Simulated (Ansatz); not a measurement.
## Stability checks on a candidate for Be

The cell was found from a structure generator's guess, not taken from experiment.

All numbers below come from DFT PBE, scalar-relativistic, plane waves, PAW (Ansatz). The final run on the 8-atom cell used 420 eV, a Γ-centred 12×12×12 mesh, 0.10 eV smearing and no spin polarisation.

```cif
data_structure
_symmetry_space_group_name_H-M 'R32:H'
_symmetry_Int_Tables_number 155
_cell_length_a 6.0007
_cell_length_b 6.0007
_cell_length_c 6.3062
_cell_angle_alpha 90.000
_cell_angle_beta 90.000
_cell_angle_gamma 120.000
_cell_volume 196.66
loop_
_atom_site_label
_atom_site_type_symbol
_atom_site_symmetry_multiplicity
_atom_site_Wyckoff_symbol
_atom_site_fract_x
_atom_site_fract_y
_atom_site_fract_z
_atom_site_occupancy
Be1 Be 9 e 0.30747 0.00000 0.50000 1
Be2 Be 9 d 0.36226 0.33333 0.33333 1
Be3 Be 6 c 0.00000 0.00000 0.25393 1
```

Energies count from the standard state of Be at the same level.

Question: These tests were run: random kick, then relaxation without symmetry; phonons on a 2×2×2 q mesh; elastic tensor. What do they show?

Answer:

```
                                         test                         result
random kick, then relaxation without symmetry                        returns
                    phonons on a 2×2×2 q mesh  no imaginary mode on the mesh
                               elastic tensor       least eigenvalue 121 GPa
```

It fails none of these tests. Other phases of the system weren't compared here, so this isn't yet thermodynamic stability.

The kick test ran on a coarse mesh. The run for the phonons used a 12×12×12 k mesh and Fermi–Dirac smearing of 0.15 eV. The run for the elastic tensor used a 12×12×12 k mesh and Fermi–Dirac smearing of 0.15 eV.
